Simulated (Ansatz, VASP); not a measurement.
## Two plane-wave programs on Eu

```xyz
1
Lattice="0.0000 2.1638 2.1638 2.1638 0.0000 2.1638 2.1638 2.1638 0.0000" Properties=species:S:1:pos:R:3 pbc="T T T"
Eu    0.0000    0.0000    0.0000
```

Alike in both runs: functional PBE; k mesh 15 × 15 × 15; occupations fermi-dirac, width 0.08 eV; collinear spin.

Ansatz relaxed the structure, and its values are those at the end. VASP's run is a single point on that final structure, the one shown.

```csv
,VASP,Ansatz
version,VASP 6.6.1,Ansatz 0.2.0
potentials or method,"VASP PAW PBE potentials, release 64 (Eu)","PAW with Ansatz's default frozen-core files, scalar-relativistic"
plane-wave cutoff (eV),520,420
valence electrons in the cell,17,17
```

```tsv
	VASP	Ansatz	Ansatz less VASP
net moment per atom (μB)	7.00	6.99	-0.002
size of the moment on the site where the two differ most (μB)	6.59	6.74	+0.144
```

Site moments also hang on the region over which each program counts them.

 The state reached can hang on the start; a lower one may exist.
